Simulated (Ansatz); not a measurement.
Runs of Ansatz 0.2.0 on Zn. The structure is hexagonal, space group P6_3/mmc (No. 194). Conventional cell: a = 2.670 Å, b = 2.670 Å, c = 4.966 Å, α = 90.00°, β = 90.00°, γ = 120.00°. Zn (site symmetry -6m2) is surrounded by 12 Zn at 2.67 to 2.92 Å. 

```csv
level,cell,smearing,gap on the mesh (eV),pressure (GPa)
PBE,as given,methfessel-paxton 0.2 eV,none,-0.7
PBE,as given,gaussian 0.05 eV,none,-0.7
RPBE,as given,gaussian 0.05 eV,none,2.4
PBEsol,strain_shear_xy = 0,fermi-dirac 0.05 eV,none,(a)
LDA,as given,gaussian 0.02 eV,none,-9.1
```

Alike in all rows: task single point; potentials or basis all-electron LAPW, scalar-relativistic; no spin polarisation; k mesh 11 × 11 × 6; cutoff (eV) 264; basis error allowed 0.001 eV/atom.

Estimate the missing entries.

(a) -5.6.

A gap of «none» marks a metal or a gap under the smearing width.
